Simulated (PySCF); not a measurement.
**C3H6O: geometry, coupled-cluster ionisations and excitations**

Wanted: the coupled-cluster ionisations and excitations of C3H6O (`CC(C)=O`), by calculation.

The runs use PySCF 2.14.0, with density-fitted response routines of our own; the level of theory stands in each step. All values are computed, except where a source is named. Atoms are numbered from 0 throughout.

### 1 The molecule as given

10 atoms, charge 0, multiplicity 1; geometry from: GFN2-xTB.

Bonds of the start (Å): C0–C1 1.51, C1–C2 1.51, C1–O3 1.20, C0–H4 1.09, C0–H5 1.09, C0–H6 1.09, C2–H7 1.09, C2–H8 1.09, C2–H9 1.09.

### 2 Optimising the geometry at PBE0-D3(BJ)/def2-TZVP

The job: settings as JSON, then the geometry in Å.

```
{"job": {"xc": "PBE0", "basis": "def2-TZVP", "d3": "d3bj", "grid": 2, "kind": "geom"}, "charge": 0, "multiplicity": 1}
C     -1.215460    -0.110070    -0.784160
C     -0.007220    -0.000070     0.113370
C      1.306020     0.110810    -0.621620
O     -0.083610    -0.000590     1.314420
H     -1.124330    -0.988810    -1.418710
H     -1.279490     0.764530    -1.425840
H     -2.120180    -0.190240    -0.187830
H      2.126740     0.190290     0.085940
H      1.448150    -0.763470    -1.254820
H      1.297000     0.990220    -1.261690
```

**Question.** This job is followed by: EOM-CCSD/aug-cc-pVDZ, vertical, frozen core, gas phase. Predict these results of the whole session: point group; rotational constants (main isotopes); correlation energy, MP2 and CCSD; T1 diagnostic; first ionisation (EOM-IP-CCSD); lowest singlet (EOM-EE-CCSD).

As calculated:

```
                            quantity                  value
                         point group                    C2v
rotational constants (main isotopes)  10.24, 8.62, 4.97 GHz
    correlation energy, MP2 and CCSD      -17.02, -18.08 eV
                       T1 diagnostic                 0.0138
      first ionisation (EOM-IP-CCSD)                9.53 eV
        lowest singlet (EOM-EE-CCSD)                4.59 eV
```

Over 3 steps the energy fell by 0.009 eV; of the close pairs, C0–H5 changed most, 1.087 to 1.094 Å. MP2 recovers 94 % of the CCSD correlation energy. For the hole of the first ionisation, Koopmans' theorem lies 1.71 eV above EOM-IP-CCSD.
